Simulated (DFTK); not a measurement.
Here is a DFTK 0.8.2 calculation.

run.jl

```julia
using DFTK
using PseudoPotentialData
using Unitful, UnitfulAtomic
using LinearAlgebra, Printf
using AtomsBase
include("save.jl")
disable_threading()

cell = [[4.002287, 0.0, 0.0],
        [0.0, 4.002287, 0.0],
        [0.0, 0.0, 4.002287]]u"Å"
system = periodic_system([:Pb => [0.0, 0.0, 0.0],
                          :Te => [0.5, 0.5, 0.5]],
                         cell; fractional=true)
lattice   = austrip.(hcat(cell_vectors(system)...))
symbols   = atomic_symbol(system, :) .|> Symbol
positions = [lattice \ austrip.(position(system, i)) for i in 1:length(system)]
pseudopotentials = PseudoFamily("dojo.nc.sr.lda.v0_4_1.stringent.upf")
elements = Dict(s => ElementPsp(s, pseudopotentials) for s in unique(symbols))
atoms    = [elements[s] for s in symbols]

build_model(lattice, positions; symmetries=true) =
    model_DFT(lattice, atoms, positions;
              functionals=LDA(),
              temperature=austrip(0.05u"eV"),
              smearing=Smearing.FermiDirac(),
              symmetries)
Ecut  = 43.0  # hartree
kgrid = [5, 5, 5]
tol   = 1e-6
to_GPa = ustrip(uconvert(u"GPa", 1u"hartree/bohr^3"))

model = build_model(lattice, positions)
basis = PlaneWaveBasis(model; Ecut, kgrid)
display(basis)
scfres = self_consistent_field(basis;
                               tol,
                               nbandsalg=AdaptiveBands(model; n_bands_converge=29))
display(scfres.energies)
@printf "Fermi level: %.6f eV\n" ustrip(auconvert(u"eV", something(scfres.εF, NaN)))
forces = compute_forces_cart(scfres)
println("Forces (eV/Å)")
for (s, f) in zip(symbols, forces)
    @printf "%-3s %12.6f %12.6f %12.6f\n" s ustrip.(auconvert.(u"eV/Å", f))...
end
stress = compute_stresses_cart(scfres)
println("Stress (GPa)")
display(round.(stress * to_GPa; digits=4))
println("Levels at the first k-point (eV): ", round.(ustrip.(auconvert.(u"eV", scfres.eigenvalues[1][1:scfres.n_bands_converge])); digits=4))
save_scf!(scfres; forces, stress)

points = Dict("G" => [0.0, 0.0, 0.0], "M" => [0.5, 0.5, 0.0], "R" => [0.5, 0.5, 0.5], "X" => [0.0, 0.5, 0.0])
segments = [("G", "X", 6), ("X", "M", 6), ("M", "G", 8), ("G", "R", 10), ("R", "X", 8), ("M", "R", 6)]
kcoords = vcat([[points[a] + t * (points[b] - points[a]) for t in range(0, 1, n)] for (a, b, n) in segments]...)
bands = compute_bands(scfres, ExplicitKpoints(kcoords); n_bands=31, tol=1e-5)
for (k, ε) in zip(bands.basis.kpoints, bands.eigenvalues)
    @printf "%d %8.4f %8.4f %8.4f " k.spin k.coordinate...
    println(join([@sprintf("%9.4f", e) for e in ustrip.(auconvert.(u"eV", ε .- scfres.εF))]))
end
results["band_energies"] = rows(bands.eigenvalues); results["band_kpoints"] = rows(kcoords)
```

Potentials or basis: dojo.nc.sr.lda.v0_4_1.stringent.upf (LDA).

The run is started by

```sh
$ julia --threads=1 run.jl  # save.jl only writes the numbers to a file and isn't shown; printed stress counts tension as positive; times include loading and compiling
```

Question: What does it give for the band gap on the k mesh?

Answer: None (metal or under the smearing width).

Levels at the corners of the path, in eV from the Fermi level:
```
point  band 21  band 22  band 23  band 24  band 25  band 26
    Γ    -1.45    -1.45    -1.45     4.21     4.21     5.28
    X    -0.67    -0.04    -0.04     0.24     2.43     2.43
    M    -4.25    -4.25     0.32     3.59     3.77     3.77
    Γ    -1.45    -1.45    -1.45     4.21     4.21     5.28
    R    -2.33    -2.33    -2.33    -0.92    -0.92    -0.92
    X    -0.67    -0.04    -0.04     0.24     2.43     2.43
    M    -4.25    -4.25     0.32     3.59     3.77     3.77
    R    -2.33    -2.33    -2.33    -0.92    -0.92    -0.92
```

Caveat: the cutoff recommended for these files is short, so energies lack some tens of meV an atom and the log's stress isn't used; spin-orbit coupling is left out, which moves the levels of the heavy elements.
